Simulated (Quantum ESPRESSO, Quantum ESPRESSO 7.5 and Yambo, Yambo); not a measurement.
## KF (Carobbiite): bands and cutoff in G0W0 with Yambo

What does each rung of G0W0 on KF (Carobbiite) cost, and what does it buy?

Calculated with Quantum ESPRESSO 7.5 and Yambo 5.3.0; PBE and many-body steps on it, plane waves.

## 1. The structure

It takes space group Fm-3m (No. 225, cubic). Conventional cell: a = 5.344 Å, b = 5.344 Å, c = 5.344 Å, α = 90.00°, β = 90.00°, γ = 90.00°. K has 6 F at 2.67 Å nearest. F has 6 K at 2.67 Å nearest. Farther neighbours and most contacts between anions are not listed.

The cell and positions come from the Crystallography Open Database and are kept as given unless a step says otherwise.

## 2. Empty states on the mesh, 4×4×4 mesh, 458 bands

This step: Quantum ESPRESSO 7.5; DFT, PBE, plane waves, norm-conserving pseudopotentials.

The sums over transitions need many empty states on a uniform mesh; this step solves for them.

pw.in reads:

```
&control
  calculation = 'nscf'
  prefix = 'x'
  outdir = 'o'
  pseudo_dir = 'pseudo'
/
&system
  ibrav = 0
  nat = 2
  ntyp = 2
  ecutwfc = 72.0
  nbnd = 458
  force_symmorphic = .true.
/
&electrons
  conv_thr = 1e-9
  electron_maxstep = 80
  diago_full_acc = .true.
  diago_thr_init = 5e-6
/
ATOMIC_SPECIES
  K 39.098 K.upf
  F 18.998 F.upf
CELL_PARAMETERS angstrom
  -0.0000000000 2.6718500000 2.6718500000
  2.6718500000 -0.0000000000 2.6718500000
  2.6718500000 2.6718500000 0.0000000000
ATOMIC_POSITIONS crystal
  K 0.0000000000 0.0000000000 0.0000000000
  F 0.5000000000 0.5000000000 0.5000000000
K_POINTS automatic
  4 4 4 0 0 0
```

The run is started by

```sh
$ OMP_NUM_THREADS=1 mpirun -n 4 pw.x -nk 4 -in pw.in > pw.out
```

The program printed:

```text
Program PWSCF v.7.5 starts

     This program is part of the open-source Quantum ESPRESSO suite
     for quantum simulation of materials; please cite
         "P. Giannozzi et al., J. Phys.:Condens. Matter 21 395502 (2009);
         "P. Giannozzi et al., J. Phys.:Condens. Matter 29 465901 (2017);
         "P. Giannozzi et al., J. Chem. Phys. 152 154105 (2020);
     in publications or presentations arising from this work. More details at

     Atomic positions and unit cell read from directory:
     o/x.save/

     Message from routine setup:
[...]
k =-0.3536-0.3536 0.3536 (  2638 PWs)   bands (ev):

[...]
78.1755  81.0804  82.4950  82.4950  83.0432  84.8838  84.8838  85.6328
     [... 46 further rows ...]
   293.0866 293.0866 293.5390 293.5784 293.5784 294.6587 294.6824 294.6824
   294.7191 294.7191

          k = 0.3536 0.0000 0.0000 (  2650 PWs)   bands (ev):

     [... further k-points ...]

     highest occupied, lowest unoccupied level (ev):     1.5366    7.7360

     XML data file, pseudopotentials, collected wavefunctions

=------------------------------------------------------------------------------=
   JOB DONE.
=------------------------------------------------------------------------------=
```

The job ended after 42 s (4 MPI ranks of Arm Neoverse V2, shared host; peak memory 0.71 GiB; 2.8 min of CPU time).

This step gave:

| Property | Result |
| --- | --- |
| gap | 6.199 eV |
| k of the valence top | 0, 0, 0 |
| k of the conduction bottom | 0, 0, 0 |
| least direct gap | 6.199 eV |
| k points computed | 8 |
| lowest point of the top converged band, above the valence top | 291.1209 eV |

On this mesh the gap is 6.199 eV.

The density comes from a self-consistent run that is not shown.

## 3. Conversion and set-up

This step: Yambo 5.3.0; conversion and set-up on PBE, plane waves, norm-conserving pseudopotentials.

The states are converted to the many-body program's format and the q mesh is built.

The run is started by

```sh
$ (cd o/x.save; p2y > p2y.log; mv SAVE ../..); yambo > setup.log
```

The program printed:

```text
 Yambo, version 5.3.0

 [02] CORE Variables Setup
 =========================

  [02.01] Unit cells
  ==================

  Cell kind             :  FCC
  Atoms in the cell     :  K  F
  number of K  atoms    :  1
  number of F  atoms    :  1

  List of atomic masses
  Mass of K     :  39.09800
  Mass of F     :  18.99800

  List of atomic coordinates    : [cc]
  K1       :  0.000000  0.000000  0.000000  order 1
  F1       :  5.049065  5.049065  5.049065  order 2

  Alat factors          :  5.049065  5.049065  5.049065 [a.u.]
  Direct lattice volume :  257.4322 [a.u.]
[...]
==========================================

 IBZ Q-points                                      :   8
 BZ  Q-points                                      :   64

 K/Q-points units:
 rlu = crystal or reduced units; cc = cartesian coordinates; iku = interal k-units

 Q [1]          [rlu]:  0.000000  0.000000  0.000000
 Q [2]          [rlu]:  0.16981E-17  0.16981E-17  0.25000
 Q [3]          [rlu]: -0.33962E-17 -0.33962E-17 -0.50000
[...]
Q [7]          [rlu]: -0.14871E-18 -0.50000     -0.50000
 Q [8]          [rlu]:  0.250000 -0.500000 -0.250000

  [03.01] X indexes
  =================

   [03.01.01] Sigma indexes
   ========================

 [06] Game Over & Game summary
```

Run time: 2.1 s. Hardware: 1 MPI rank; peak memory 0.24 GiB.

## 4. 64 bands, 122.5 eV

G0W0 replaces the xc potential by the self-energy, built once from these orbitals. Only a window of levels is corrected, while the sums run over the empty bands that the input names.

This step: G0W0 on PBE, plane waves, norm-conserving pseudopotentials.

gw1.in reads:

```
HF_and_locXC
gw0
dyson
ppa
em1d
rim_cut
RandQpts= 1000000
RandGvec= 1 RL
EXXRLvcs= 72 Ry
VXCRLvcs= 288 Ry
Chimod= "HARTREE"
% BndsRnXp
 1 | 64 |
%
NGsBlkXp= 9 Ry
% LongDrXp
 1 | 1 | 1 |
%
% GbndRnge
 1 | 64 |
%
DysSolver= "n"
ExtendOut
PPAPntXp= 27.21138 eV
% QPkrange
 1 | 1 | 7 | 10 |
%
```

The run is started by

```sh
$ OMP_NUM_THREADS=1 mpirun -n 4 yambo -F gw1.in -J gw1 -C gw1 > gw1.log
```

The program printed:

```text
 Yambo, version 5.3.0

 [02] CORE Variables Setup
 =========================

  [... cell, symmetries and grids as in the set-up ...]

  [02.05] Energies & Occupations
  ==============================

  [X] === General ===
  [X] Electronic Temperature                        :  0.000000  0.000000 [eV K]
  [X] Bosonic    Temperature                        :  0.000000  0.000000 [eV K]
  [X] Finite Temperature mode                       : no
  [X] El. density                                   :  0.41942E+24 [cm-3]
  [X] Fermi Level                                   :  1.536558 [eV]

  [X] === Gaps and Widths ===
  [X] Conduction Band Min                           :  6.199420 [eV]
  [X] Valence Band Max                              :  0.000000 [eV]
  [X] Filled Bands                                  :   8
  [X] Empty Bands                                   :     9   458
  [X] Direct Gap                                    :  6.199420 [eV]
  [X] Direct Gap localized at k                     :  1
  [X] Indirect Gap                                  :  6.199420 [eV]
  [X] Indirect Gap between kpts                     :  1  1
  [X] Last valence band width                       :  0.344584 [eV]
  [X] 1st conduction band width                     :  3.553835 [eV]

 [03] Transferred momenta grid and indexing
 ==========================================

 IBZ Q-points                                      :   8
 BZ  Q-points                                      :   64

 K/Q-points units:
 rlu = crystal or reduced units; cc = cartesian coordinates; iku = interal k-units

 Q [1]          [rlu]:  0.000000  0.000000  0.000000
 Q [2]          [rlu]:  0.16981E-17  0.16981E-17  0.25000
 Q [3]          [rlu]: -0.33962E-17 -0.33962E-17 -0.50000
 Q [4]          [rlu]:  0.74356E-19  0.25000      0.25000
 Q [5]          [rlu]: -0.62307E-17  0.25000      0.50000
 Q [6]          [rlu]: -0.33962E-17  0.25000     -0.25000
 Q [7]          [rlu]: -0.14871E-18 -0.50000     -0.50000
 Q [8]          [rlu]:  0.250000 -0.500000 -0.250000

 [04] Coloumb potential Random Integration (RIM)
 ===============================================

  [04.01] RIM initialization
  ==========================

  * Diagonal components only detected *

  8 x (sBL volume)        :  0.120444 [a.u.]
  sBZ random points       :  1000000
  Points outside the sBZ  :   7996195
  RL volume               :  0.963556 [a.u.]
  Integrated volume       :  0.964014 [a.u.]

  [04.02] RIM integrals
  =====================

  Gamma point sphere radius             :  0.089580 [a.u.]
  Points outside the sphere             :   799659
  [Int_sBZ(q=0) 1/q^2]*(Vol_sBZ)^(-1/3) =:  7.764404
                                 should be <:  7.795600

  Summary of Coulomb integrals for non-metallic bands |Q|[au] RIM/Bare

  Q [1] 0.100000E-4 0.995998 * Q [2] 0.269426 1.064955
  Q [4] 0.311106 1.063169 * Q [6] 0.439971 1.026119
  Q [5] 0.515912 1.019126 * Q [3] 0.538852 1.017184
  Q [7] 0.622213 1.014132 * Q [8] 0.695655 1.011034

 [WARNING] [Xp] User bands 1-64 break level degeneracy

 [05] Dipoles
 ============

  [05.01] Setup: observables and procedures
  =========================================

 [06] Dynamic Dielectric Matrix (PPA)
 ====================================

 [WR./gw1//ndb.pp]---------------------------------------------------------------
  Brillouin Zone Q/K grids (IBZ/BZ)                :    8   64    8   64
  RL vectors                                       :   3383 [WF]
  Coulomb cutoff potential                         : none
  Electronic Temperature                           :  0.000000 [K]
  Bosonic    Temperature                           :  0.000000 [K]
  PPA    diel. fun.  energies                      : Perdew, Burke & Ernzerhof(X)+Perdew, Burke & Ernzerhof(C)
  wavefunctions                                    : Perdew, Burke & Ernzerhof(X)+Perdew, Burke & Ernzerhof(C)
  Global Gauge                                     : length
  X matrix size                                    :  137
  X band range                                     :    1   64
  X e/h energy range                               : -1.000000 -1.000000 [eV]
  X Time ordering                                  : R
  X Hxc Kernel                                     : HARTREE
  X Drude frequency                                :  0.000000  0.000000
  X poles                                          :  100.0000 [o/o]
  RL vectors in the sum                            :   3383
  [r,Vnl] included                                 : yes
  Field direction                                  :  0.577350E-5  0.577350E-5  0.577350E-5
  BZ energy Double Grid                            : no
  BZ energy DbGd points                            : 0
  BZ Q point size factor                           : -1.000000
  X Optical Averaged directions                    : none

 [07] Local Exchange-Correlation + Non-Local Fock
 ================================================

 [VXC] Plane waves :  21187
 [EXS] Plane waves :  2733

 QP @ state[ 1 ] K range:  1  1
 QP @ state[ 1 ] b range:   7  10

 [xc] Functional : Perdew, Burke & Ernzerhof(X)+Perdew, Burke & Ernzerhof(C)
 [xc] LIBXC used to calculate xc functional
  PP Number of Atomic Species                      :  2
  NLCC RL compoments                               :  21187
  PP Number of Atomic Species                      :  2
  NLCC RL compoments                               :  21187

 [xc] E_xc :  -9.052398 [Ha]
      E_xc :  -18.10480 [Ry]

  Local XC kind (lXC) : Perdew, Burke & Ernzerhof(X)+Perdew, Burke & Ernzerhof(C)
  Non-Local XC kind (nlXC) : Hartree-Fock

  Corrections @ K [1] :  [eV]
 <7|nlXC|7> = -29.45298  0.14209E-17 <7|lXC|7> = -21.89882  0.000000
 <8|nlXC|8> = -29.45295 -0.36453E-17 <8|lXC|8> = -21.89882 -0.37763E-15
 <9|nlXC|9> = -4.028151 -0.21341E-17 <9|lXC|9> = -7.969212 -0.14161E-15
 <10|nlXC|10> = -4.982602  0.10511E-17 <10|lXC|10> = -10.84085 -0.94408E-16

 [08] Dyson equation: Newton solver
 ==================================

  [08.01] G0W0 (W PPA)
  ====================

  [  GW  ] Bands range     :    1   64
  [GW/PPA] G damping       :  0.100000 [eV]

  QP @ state[ 1 ] K range:  1  1
  QP @ state[ 1 ] b range:   7  10

   Sc/G bands                                       :    1   64
   Sc/G damping                                     :  0.100000 ev
   Sc bands terminator                              : no
   Sx RL components                                 :  2733

   QP @ state[ 1 ] K range                          :  1  1
   QP @ state[ 1 ] b range                          :   7  10
   GF energies kind                                 : Perdew, Burke & Ernzerhof(X)+Perdew, Burke & Ernzerhof(C)
   GF WF`s kind                                     : Perdew, Burke & Ernzerhof(X)+Perdew, Burke & Ernzerhof(C)
   Xs energies kind                                 : Perdew, Burke & Ernzerhof(X)+Perdew, Burke & Ernzerhof(C)
   Xs WF`s kind                                     : Perdew, Burke & Ernzerhof(X)+Perdew, Burke & Ernzerhof(C)

 [11] Game Over & Game summary
```

Wall time 14 s (4 MPI ranks); peak memory 1.3 GiB; 50 s of CPU time.

This step gave:

| Quantity | Value |
| --- | --- |
| G0W0 gap on the points computed | 9.520 eV |
| starting gap on the mesh | 6.199 eV |
| k of the valence top | 0, 0, 0 |
| k of the conduction bottom | 0, 0, 0 |
| least direct G0W0 gap on the computed points | 9.520 eV |
| Z at the valence top | 0.8155 |
| Z at the conduction bottom | 0.9016 |

The gap on the mesh goes from 6.20 eV to 9.52 eV, a correction of +3.32 eV.

## 5. 191 bands, 231.3 eV

gw2.in reads:

```
HF_and_locXC
gw0
dyson
ppa
em1d
rim_cut
RandQpts= 1000000
RandGvec= 1 RL
EXXRLvcs= 72 Ry
VXCRLvcs= 288 Ry
Chimod= "HARTREE"
% BndsRnXp
 1 | 191 |
%
NGsBlkXp= 17 Ry
% LongDrXp
 1 | 1 | 1 |
%
% GbndRnge
 1 | 191 |
%
DysSolver= "n"
ExtendOut
PPAPntXp= 27.21138 eV
% QPkrange
 1 | 1 | 7 | 10 |
%
```

The run is started by

```sh
$ OMP_NUM_THREADS=1 mpirun -n 4 yambo -F gw2.in -J gw2 -C gw2 > gw2.log
```

The program printed:

```text
 Yambo, version 5.3.0

 [02] CORE Variables Setup
 =========================

  [... cell, symmetries and grids as in the set-up ...]

  [02.05] Energies & Occupations
  ==============================

  [X] === General ===
  [X] Electronic Temperature                        :  0.000000  0.000000 [eV K]
  [X] Bosonic    Temperature                        :  0.000000  0.000000 [eV K]
  [X] Finite Temperature mode                       : no
  [X] El. density                                   :  0.41942E+24 [cm-3]
  [X] Fermi Level                                   :  1.536558 [eV]

  [X] === Gaps and Widths ===
  [X] Conduction Band Min                           :  6.199420 [eV]
  [X] Valence Band Max                              :  0.000000 [eV]
  [X] Filled Bands                                  :   8
  [X] Empty Bands                                   :     9   458
  [X] Direct Gap                                    :  6.199420 [eV]
  [X] Direct Gap localized at k                     :  1
  [X] Indirect Gap                                  :  6.199420 [eV]
  [X] Indirect Gap between kpts                     :  1  1
  [X] Last valence band width                       :  0.344584 [eV]
  [X] 1st conduction band width                     :  3.553835 [eV]

 [03] Transferred momenta grid and indexing
 ==========================================

 IBZ Q-points                                      :   8
 BZ  Q-points                                      :   64

 K/Q-points units:
 rlu = crystal or reduced units; cc = cartesian coordinates; iku = interal k-units

 Q [1]          [rlu]:  0.000000  0.000000  0.000000
 Q [2]          [rlu]:  0.16981E-17  0.16981E-17  0.25000
 Q [3]          [rlu]: -0.33962E-17 -0.33962E-17 -0.50000
[...]
================================================

 [VXC] Plane waves :  21187
 [EXS] Plane waves :  2733

 QP @ state[ 1 ] K range:  1  1
 QP @ state[ 1 ] b range:   7  10

 [xc] Functional : Perdew, Burke & Ernzerhof(X)+Perdew, Burke & Ernzerhof(C)
 [xc] LIBXC used to calculate xc functional
  PP Number of Atomic Species                      :  2
  NLCC RL compoments                               :  21187
  PP Number of Atomic Species                      :  2
  NLCC RL compoments                               :  21187

 [xc] E_xc :  -9.052398 [Ha]
      E_xc :  -18.10480 [Ry]

  Local XC kind (lXC) : Perdew, Burke & Ernzerhof(X)+Perdew, Burke & Ernzerhof(C)
  Non-Local XC kind (nlXC) : Hartree-Fock

  Corrections @ K [1] :  [eV]
 <7|nlXC|7> = -29.45298  0.14209E-17 <7|lXC|7> = -21.89882  0.000000
 <8|nlXC|8> = -29.45295 -0.36453E-17 <8|lXC|8> = -21.89882 -0.37763E-15
 <9|nlXC|9> = -4.028151 -0.21341E-17 <9|lXC|9> = -7.969212 -0.14161E-15
 <10|nlXC|10> = -4.982602  0.10511E-17 <10|lXC|10> = -10.84085 -0.94408E-16

 [08] Dyson equation: Newton solver
 ==================================

  [08.01] G0W0 (W PPA)
  ====================

  [  GW  ] Bands range     :    1  191
  [GW/PPA] G damping       :  0.100000 [eV]

  QP @ state[ 1 ] K range:  1  1
  QP @ state[ 1 ] b range:   7  10

   Sc/G bands                                       :    1  191
   Sc/G damping                                     :  0.100000 ev
   Sc bands terminator                              : no
   Sx RL components                                 :  2733

   QP @ state[ 1 ] K range                          :  1  1
   QP @ state[ 1 ] b range                          :   7  10
   GF energies kind                                 : Perdew, Burke & Ernzerhof(X)+Perdew, Burke & Ernzerhof(C)
   GF WF`s kind                                     : Perdew, Burke & Ernzerhof(X)+Perdew, Burke & Ernzerhof(C)
   Xs energies kind                                 : Perdew, Burke & Ernzerhof(X)+Perdew, Burke & Ernzerhof(C)
   Xs WF`s kind                                     : Perdew, Burke & Ernzerhof(X)+Perdew, Burke & Ernzerhof(C)

 [11] Game Over & Game summary
```

It took 88 s on 4 MPI ranks; peak memory 1.5 GiB.

Numbers from this step:

| Quantity | Value |
| --- | --- |
| G0W0 gap on the points computed | 9.629 eV |
| starting gap on the mesh | 6.199 eV |
| k of the valence top | 0, 0, 0 |
| k of the conduction bottom | 0, 0, 0 |
| least direct G0W0 gap on the computed points | 9.629 eV |
| Z at the valence top | 0.8097 |
| Z at the conduction bottom | 0.8997 |

Against G0W0 in Yambo (4×4×4 mesh, 64 bands, screening to 122.5 eV, Godby-Needs plasmon pole), the gap moves by +0.109 eV.

## 6. 458 bands, 353.7 eV

gw3.in reads:

```
HF_and_locXC
gw0
dyson
ppa
em1d
rim_cut
RandQpts= 1000000
RandGvec= 1 RL
EXXRLvcs= 72 Ry
VXCRLvcs= 288 Ry
Chimod= "HARTREE"
% BndsRnXp
 1 | 458 |
%
NGsBlkXp= 26 Ry
% LongDrXp
 1 | 1 | 1 |
%
% GbndRnge
 1 | 458 |
%
DysSolver= "n"
ExtendOut
PPAPntXp= 27.21138 eV
% QPkrange
 1 | 1 | 7 | 10 |
%
```

The run is started by

```sh
$ OMP_NUM_THREADS=1 mpirun -n 4 yambo -F gw3.in -J gw3 -C gw3 > gw3.log
```

The program printed:

```text
 Yambo, version 5.3.0

 [02] CORE Variables Setup
 =========================

  [... cell, symmetries and grids as in the set-up ...]

  [02.05] Energies & Occupations
  ==============================

  [X] === General ===
  [X] Electronic Temperature                        :  0.000000  0.000000 [eV K]
  [X] Bosonic    Temperature                        :  0.000000  0.000000 [eV K]
  [X] Finite Temperature mode                       : no
  [X] El. density                                   :  0.41942E+24 [cm-3]
[...]
Sx RL components                                 :  2733

   QP @ state[ 1 ] K range                          :  1  1
   QP @ state[ 1 ] b range                          :   7  10
   GF energies kind                                 : Perdew, Burke & Ernzerhof(X)+Perdew, Burke & Ernzerhof(C)
   GF WF`s kind                                     : Perdew, Burke & Ernzerhof(X)+Perdew, Burke & Ernzerhof(C)
   Xs energies kind                                 : Perdew, Burke & Ernzerhof(X)+Perdew, Burke & Ernzerhof(C)
   Xs WF`s kind                                     : Perdew, Burke & Ernzerhof(X)+Perdew, Burke & Ernzerhof(C)

 [11] Game Over & Game summary
```

It took 9.4 min on 4 MPI ranks; peak memory 2.1 GiB; 38 min of CPU time.

Numbers from this step:

```yaml
g0w0_gap_on_the_points_computed: 9.744 eV
starting_gap_on_the_mesh: 6.199 eV
k_of_the_valence_top: 0, 0, 0
k_of_the_conduction_bottom: 0, 0, 0
least_direct_g0w0_gap_on_the_computed_points: 9.744 eV
```

Against G0W0 in Yambo (4×4×4 mesh, 191 bands, screening to 231.3 eV, Godby-Needs plasmon pole), the gap moves by +0.114 eV.

## 7. The runs together

Times are wall times on 4 MPI ranks of Arm Neoverse V2, shared host, good to a factor of about two.

```
                run   mesh  bands  screening cutoff (eV)  DFT gap (eV)  gap on the mesh (eV)  direct (eV)     time
 64 bands, 122.5 eV  4×4×4     64                  122.5         6.199                 9.520        9.520     14 s
191 bands, 231.3 eV  4×4×4    191                  231.3         6.199                 9.629        9.629     88 s
458 bands, 353.7 eV  4×4×4    458                  353.7         6.199                 9.744        9.744  9.4 min
```

## 8. Results

| Quantity | Value |
| --- | --- |
| 64 bands, 122.5 eV | 9.520 eV |
| 191 bands, 231.3 eV | 9.629 eV |
| 458 bands, 353.7 eV | 9.744 eV |
| known limits | not at the basis limit; coarse k mesh |

From the first rung to the last the gap moves by +0.22 eV for 42 times the time. The steps are not yet shrinking, so no limit is drawn. In the G0W0 runs levels were corrected at 1 k point alone, so a gap called «on the mesh» is the least over those, and an edge elsewhere would be missed. The 4×4×4 mesh is coarse for this cell, which bears on the long-range parts of exchange and screening.

[Paths, hosts, dates, memory and timing lines, banners, echoed tables and standing remarks are left out of the program output.]

[Logs are printed without paths, hosts, clocks, repeated set-up lines and the standing remarks that a program may print on its own settings, such as how far it seeks lower states.]

[Runs of the session that timed out or met a known fault of the program may be left out.]

[Hosts, paths, dates, database ids (printed as entryN), source tags and the programs' standing remarks are cut or masked in the printed files.]
